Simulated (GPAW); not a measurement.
# SrO (Fm-3m) in GPAW: reference runs

How does SrO come out in PBE? The cell is run as given.

Program: GPAW 26.7.0. These are calculated values, not measurements. Logs are shortened: lines on timing, memory, paths and dates and some standing lists are left out, and cuts for length are marked. The log counts tension as positive stress, the text compression.

**1. The structure**

Symmetry: Fm-3m, No. 225, cubic system. Conventional cell: a = 5.133 Å, b = 5.133 Å, c = 5.133 Å, α = 90.00°, β = 90.00°, γ = 90.00°. Sr (site symmetry m-3m) has 6 O at 2.57 Å as nearest neighbours. O (site symmetry m-3m) is surrounded by 6 Sr at 2.57 Å.

**2. Single point, PBE**

Input file run.py:

```python
from ase import Atoms
from ase.dft.bandgap import bandgap
from ase.io import write
from ase.units import GPa
from gpaw import GPAW, PW

atoms = Atoms(['Sr', 'O'],
              cell=[[0.0, 2.5663, 2.5663],
                    [2.5663, 0.0, 2.5663],
                    [2.5663, 2.5663, 0.0]],
              scaled_positions=[[0.5, 0.5, 0.5],
                                [0.0, 0.0, 0.0]],
              pbc=True)

calc = GPAW(mode=PW(800),
            xc='PBE',
            kpts={'size': (9, 9, 9), 'gamma': True},
            occupations={'name': 'fermi-dirac', 'width': 0.05},
            nbands=16,
            convergence={'density': 1e-05, 'energy': 1e-05},
            maxiter=150,
            txt='gpaw.txt')
atoms.calc = calc
energy = atoms.get_potential_energy()
forces = atoms.get_forces()
stress = atoms.get_stress()
calc.write('gs.gpw')
write('result.traj', atoms)
print(f'Energy: {energy:.6f} eV')
print('Forces (eV/A):')
print(forces.round(4))
print('Stress (GPa):', (stress / GPa).round(3))
print('Fermi level:', round(calc.get_fermi_level(), 4), 'eV')
print(f'Gap: {bandgap(calc)[0]:.4f} eV, direct: {bandgap(calc, direct=True)[0]:.4f} eV')
```

Potentials or basis: GPAW PAW data sets (gpaw-data 1.2.1), pw.

On the command line:

```
OMP_NUM_THREADS=1 python run.py
```

gpaw.txt:

```text
__  _  _
 | _ |_)|_||  |
 |__||  | ||/\| - 26.7.0

Input parameters:
  mode=PW(ecut=800.0),
  convergence={'density': 1e-05, 'energy': 1e-05},
  kpts=MonkhorstPack(size=(9, 9, 9), gamma=True),
  maxiter=150,
  nbands=16,
  occupations=Occupations(name='fermi-dirac', width=0.05),
  xc=XC(name='PBE')

Diagonalizing LCAO Hamiltonian
Converting LCAO to pw mode

               Sr

       O

Atoms  # Å, Bohr magnetons
|   | symbol |        x |        y |        z |    initial magnetic moments |
|---|--------|----------|----------|----------|-----------------------------|
| 0 |     Sr | 2.566300 | 2.566300 | 2.566300 | ( 0.0000,  0.0000,  0.0000) |
| 1 |      O | 0.000000 | 0.000000 | 0.000000 | ( 0.0000,  0.0000,  0.0000) |

Unit cell  # Å
| periodic |        x |        y |        z |  lengths |    angles |
|----------|----------|----------|----------|----------|-----------|
|      yes | 0.000000 | 2.566300 | 2.566300 | 3.629296 | 60.000000 |
|      yes | 2.566300 | 0.000000 | 2.566300 | 3.629296 | 60.000000 |
|      yes | 2.566300 | 2.566300 | 0.000000 | 3.629296 | 60.000000 |

Number of symmetries: 48
Symmetry operations  # r_c * U_cc + t_c -> r_c
|    | kind |            matrix            |
|----|------|------------------------------|
|  0 |  σ   |  1, 0, 0,  1, 0,-1,  1,-1, 0 |
|  1 |  C2  |  1, 0, 0,  1,-1, 0,  1, 0,-1 |
|  2 |  E   |  1, 0, 0,  0, 1, 0,  0, 0, 1 |
|  3 |  σ   |  1, 0, 0,  0, 0, 1,  0, 1, 0 |
|  4 |  C4  |  1, 0,-1,  1, 0, 0,  1,-1, 0 |
|  5 |  S6  |  1, 0,-1,  1,-1, 0,  1, 0, 0 |
|  6 |  σ   |  1, 0,-1,  0, 1,-1,  0, 0,-1 |
|  7 |  C3  |  1, 0,-1,  0, 0,-1,  0, 1,-1 |
|  8 |  S6  |  1,-1, 0,  1, 0, 0,  1, 0,-1 |
|  9 |  C4  |  1,-1, 0,  1, 0,-1,  1, 0, 0 |
| 10 |  C3  |  1,-1, 0,  0,-1, 1,  0,-1, 0 |
| 11 |  σ   |  1,-1, 0,  0,-1, 0,  0,-1, 1 |
| 12 |  σ   |  0, 1, 0,  1, 0, 0,  0, 0, 1 |
| 13 |  C4  |  0, 1, 0,  0, 1,-1, -1, 1, 0 |
| 14 |  C3  |  0, 1, 0,  0, 0, 1,  1, 0, 0 |
| 15 |  S6  |  0, 1, 0, -1, 1, 0,  0, 1,-1 |
| 16 |  C2  |  0, 1,-1,  1, 0,-1,  0, 0,-1 |
| 17 |  σ   |  0, 1,-1,  0, 1, 0, -1, 1, 0 |
| 18 |  S4  |  0, 1,-1,  0, 0,-1,  1, 0,-1 |
| 19 |  C4  |  0, 1,-1, -1, 1, 0,  0, 1, 0 |
| 20 |  C3  |  0, 0, 1,  1, 0, 0,  0, 1, 0 |
| 21 |  σ   |  0, 0, 1,  0, 1, 0,  1, 0, 0 |
| 22 |  S6  |  0, 0, 1,  0,-1, 1, -1, 0, 1 |
| 23 |  C4  |  0, 0, 1, -1, 0, 1,  0,-1, 1 |
| 24 |  S4  |  0, 0,-1,  1, 0,-1,  0, 1,-1 |
| 25 |  C3  |  0, 0,-1,  0, 1,-1,  1, 0,-1 |
| 26 |  C2  |  0, 0,-1,  0,-1, 0, -1, 0, 0 |
| 27 |  S6  |  0, 0,-1, -1, 0, 0,  0,-1, 0 |
| 28 |  S4  |  0,-1, 1,  1,-1, 0,  0,-1, 0 |
| 29 |  C4  |  0,-1, 1,  0, 0, 1, -1, 0, 1 |
| 30 |  C2  |  0,-1, 1,  0,-1, 0,  1,-1, 0 |
| 31 |  σ   |  0,-1, 1, -1, 0, 1,  0, 0, 1 |
| 32 |  C3  |  0,-1, 0,  1,-1, 0,  0,-1, 1 |
| 33 |  S6  |  0,-1, 0,  0, 0,-1, -1, 0, 0 |
| 34 |  S4  |  0,-1, 0,  0,-1, 1,  1,-1, 0 |
| 35 |  C2  |  0,-1, 0, -1, 0, 0,  0, 0,-1 |
| 36 |  C2  | -1, 1, 0,  0, 1, 0,  0, 1,-1 |
| 37 |  S6  | -1, 1, 0,  0, 1,-1,  0, 1, 0 |
| 38 |  S4  | -1, 1, 0, -1, 0, 1, -1, 0, 0 |
| 39 |  C3  | -1, 1, 0, -1, 0, 0, -1, 0, 1 |
| 40 |  S6  | -1, 0, 1,  0, 0, 1,  0,-1, 1 |
| 41 |  C2  | -1, 0, 1,  0,-1, 1,  0, 0, 1 |
| 42 |  C3  | -1, 0, 1, -1, 1, 0, -1, 0, 0 |
| 43 |  S4  | -1, 0, 1, -1, 0, 0, -1, 1, 0 |
| 44 |  C2  | -1, 0, 0,  0, 0,-1,  0,-1, 0 |
| 45 |  i   | -1, 0, 0,  0,-1, 0,  0, 0,-1 |
| 46 |  σ   | -1, 0, 0, -1, 1, 0, -1, 0, 1 |
| 47 |  C2  | -1, 0, 0, -1, 0, 1, -1, 1, 0 |

BZ-sampling:
  Number of BZ points: 729
  Number of IBZ points: 35

  Monkhorst-Pack size: [9, 9, 9]
  Monkhorst-Pack shift: [0, 0, 0]

K-points  # in reciprocal-cell coordinates
|     |                                coordinates |     weight |
|-----|--------------------------------------------|------------|
|   0 | (  0.00000000,   0.00000000,   0.00000000) | 0.00137174 |
|   1 | (  0.11111111,   0.11111111,   0.00000000) | 0.00823045 |
|   2 | (  0.11111111,   0.11111111,   0.11111111) | 0.01097394 |
|   3 | (  0.22222222,   0.11111111,   0.11111111) | 0.01646091 |
|   4 | (  0.22222222,   0.22222222,   0.00000000) | 0.00823045 |
|   5 | (  0.22222222,   0.22222222,   0.11111111) | 0.03292181 |
|   6 | (  0.22222222,   0.22222222,   0.22222222) | 0.01097394 |
|   7 | (  0.33333333,   0.22222222,   0.11111111) | 0.03292181 |
|   8 | (  0.33333333,   0.22222222,   0.22222222) | 0.03292181 |
|   9 | (  0.33333333,   0.33333333,  -0.33333333) | 0.01646091 |
| ... |                                            |            |
|  34 | (  0.44444444,   0.44444444,   0.44444444) | 0.01097394 |

Plane wave coefficients: 1807
Cutoff: 800.0 eV

Spin-components: 1 (collinear spins)
Bands:           16
Projectors:      10
Spin-degeneracy: 2
Datatype:        complex128

Density:
  Valence electrons: 16.0
  Components: 1
  Grid points: [24 24 24]
  Charge: 0.0  # |e|

Potential:
  Grid points: [24 24 24]

species:
  Sr:
    name:    Strontium
    Z:       38.0
    valence: 10
    core:    28
    charge:  0.0  # [|e|]
    compensation charges:
      type: gauss
      rc: 0.40  # [Å]
      lmax: 2
    cutoffs:
      filter: 2.39  # [Å]
      core: 1.85  # [Å]
    projectors
    | kind |    occ | energy [eV] | rcut [Å] |
    |------|--------|-------------|----------|
    |   4s |  2.000 |     -40.883 |    1.291 |
    |   5s |  2.000 |      -3.525 |    1.291 |
    |   4p |  6.000 |     -22.826 |    1.291 |
    |    p |        |       4.386 |    1.291 |
    |    d |        |       0.000 |    1.254 |

    Using partial waves for Sr as LCAO basis

  O:
    name:    Oxygen
    Z:       8.0
    valence: 6
    core:    2
    charge:  0.0  # [|e|]
    compensation charges:
      type: gauss
      rc: 0.21  # [Å]
      lmax: 2
    cutoffs:
      filter: 1.17  # [Å]
      core: 0.83  # [Å]
    projectors
    | kind |    occ | energy [eV] | rcut [Å] |
    |------|--------|-------------|----------|
    |   2s |  2.000 |     -23.961 |    0.688 |
    |   2p |  4.000 |      -9.029 |    0.598 |
    |    s |        |       3.251 |    0.688 |
    |    p |        |      18.182 |    0.598 |
    |    d |        |       0.000 |    0.619 |

    Using partial waves for O as LCAO basis

Reference energy: -88537.622309  # eV

eigensolver:
  PPCG
  Converge bands: occupied
  niter=2

density mixing:
  MSR1-Mixer
  Pratt-step length: 0.05
  Maximum mixing coefficient: 0.75
  Old densities: 10
  SVD Regularization: 0.005
  Good broyden scale: 1.0
  Trust region scale: 1.0
  Backstep threshold: 4.0
  History deletion threshold: 6.0
  Fourier metric: weight=20.0, sigma=0.015

occupation numbers:
  Fermi-Dirac:
    width: 0.0500  # eV

poisson solver:
  ecut: 6400.0  # eV

xc functional:
[... 9 lines left out ...]
|iter     | |      energy | eigst |  dens |
|---------|-|-------------|-------|-------|
|iter:   1| |  -13.851202 | +0.45 |       |
|iter:   2| |  -13.352432 | -1.96 | -0.92 |
|iter:   3| |  -12.283059 | -1.22 | -0.98 |
|iter:   4| |  -12.279892 | -2.77 | -1.44 |
|iter:   5| |  -12.291188 | -3.18 | -1.65 |
|iter:   6| |  -12.291019 | -4.84 | -2.67 |
|iter:   7| |  -12.291089 | -5.46 | -3.06 |
|iter:   8| |  -12.291095c| -6.64 | -3.60 |
|iter:   9| |  -12.291095c| -7.44c| -4.63 |
|iter:  10| |  -12.291095c| -7.75c| -5.04c|

Converged in 10 steps
Energy contributions relative to reference atoms: (reference = -88537.622309)

Energy contributions:
  Kinetic:          16.745993
  Coulomb:         -13.857240
  Zero:             -0.110906
  External:          0.000000
  Xc:              -15.068942
  Entropy:          -0.000000
  Spinorbit:         0.000000
  ----------------------------
  Free energy:     -12.291095
  Extrapolated:    -12.291095

dipole moment: (-14.413150, -14.413150, -14.413150)  # |e|*Ang

Fermi level: 6.171
Eigenvalues  # (at kpt = [0.000, 0.000, 0.000])
| band index |      eig [eV] | occ [0-2] |
|------------|---------------|-----------|
|          0 |       -27.101 |     2.000 |
|          1 |        -9.883 |     2.000 |
|          2 |        -8.757 |     2.000 |
|          3 |        -8.757 |     2.000 |
|          4 |        -8.757 |     2.000 |
|          5 |         5.151 |     2.000 |
[... 8 lines left out ...]
|         14 |        17.651 |     0.000 |
|         15 |        28.472 |     0.000 |

Gap: 3.417 eV
Transition (v -> c):
  (s=0, k=0, n=7, [0.00, 0.00, 0.00]) -> (s=0, k=30, n=8, [0.44, 0.44, 0.00])
Direct/indirect transitions are different
Direct gap: 3.499 eV
Transition at: (s=0, k=30, n=7, [0.44, 0.44, 0.00])

Forces  # eV/Ang
|        x |       y |        z |
|----------|---------|----------|
| -0.00000 | 0.00000 | -0.00000 |  # Sr   0
|  0.00000 | 0.00000 |  0.00000 |  # O    1

Stress tensor  # eV/Ang^3
|         x |         y |         z |
|-----------|-----------|-----------|
| -0.023918 | -0.000000 | -0.000000 |
| -0.000000 | -0.023918 |  0.000000 |
| -0.000000 |  0.000000 | -0.023918 |

# Writing to gs.gpw (mode='')
```

Wall time 20 s (1 thread of Intel Xeon Platinum 8375C at 2.90GHz (Ice Lake), shared host); peak memory 0.16 GiB.

What came out:

* Free energy: -12.2911 eV
* Pressure: 3.8 GPa
* Band gap on the k mesh: 3.42 eV, indirect (least direct gap 3.50 eV)

Levels at points of the mesh, in eV from the valence-band top:
```csv
k point,band 5,band 6,band 7,band 8,band 9,band 10,band 11,band 12
"(0.00, 0.00, 0.00)",-13.91,0.00,0.00,0.00,4.06,6.30,6.30,6.30
```

Caveat: an odd mesh through Γ misses points on the zone boundary, where band edges often lie.
